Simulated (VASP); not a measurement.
PbO: single point with r2SCAN

Crystal: PbO.

```
Pb O
1.0
     0.04688    2.79878    2.79878
     2.79878    0.04688    2.79878
     2.84566    2.84566    0.00000
Pb O
1 1
Direct
  0.00242 0.00242 0.99758
  0.24758 0.24758 0.25242
```

The cell was built by a generator and needn't be a form met in nature.

The cell isn't the ideal one: shear_xy strain +3.4%.

* Program: VASP 6.6.1
* Task: single point
* Functional: r2SCAN
* Potentials or basis: VASP PAW PBE potentials, release 64 (Pb_d, O)
* Cutoff: 520 eV
* k mesh: 8 × 8 × 8
* Occupations: gaussian, width 0.01 eV
* Spin: no spin polarisation
* Dipole correction: no
* Further INCAR settings: ALGO = Normal; EDIFF = 1e-06; NBANDS = 17

```
Pressure               : 0.2 GPa
Largest force          : 0.007 eV/Å
Band gap on the k mesh : 0.61 eV, indirect (least direct gap 0.79 eV)
```

Forces on the atoms (eV/Å):
```
Pb   0.000  0.000  0.007
O    0.000  0.000 -0.007
```

Stress tensor (GPa, compression positive):
```
0.25 0.41 0.00
0.41 0.25 0.00
0.00 0.00 0.19
```

Levels at points of the mesh, in eV from the valence-band top:
| k point | band 6 | band 7 | band 8 | band 9 | band 10 | band 11 | band 12 | band 13 | band 14 | band 15 |
| --- | --- | --- | --- | --- | --- | --- | --- | --- | --- | --- |
| (0.00, 0.00, 0.00) | -16.88 | -7.00 | -2.43 | -2.41 | -2.39 | 5.42 | 5.63 | 5.84 | 8.45 | 12.45 |
| (0.50, 0.00, 0.00) | -16.32 | -8.01 | -2.92 | -2.90 | -2.31 | 2.66 | 5.71 | 5.74 | 8.97 | 12.16 |
| (0.50, 0.50, 0.00) | -16.24 | -8.05 | -3.75 | -3.58 | -0.24 | 0.67 | 6.11 | 6.39 | 6.63 | 11.57 |
| (0.00, 0.00, 0.50) | -16.37 | -8.11 | -2.88 | -2.84 | -2.15 | 2.54 | 5.91 | 5.95 | 9.18 | 12.21 |
| (0.50, 0.00, 0.50) | -16.23 | -8.04 | -3.67 | -3.67 | -0.18 | 0.61 | 6.19 | 6.24 | 6.69 | 11.54 |

Wall time 4.2 min on 1 thread of Intel(R) Xeon(R) Platinum 8259CL CPU @ 2.50GHz (Skylake/Cascade Lake) (shared host), peak memory 0.22 GiB.

Caveat: the PAW data sets were made with another functional, which shifts forces and pressure a little; spin-orbit coupling is left out, which as a rule narrows the gap of such compounds by several tenths of an eV. A k mesh can miss the band edges.
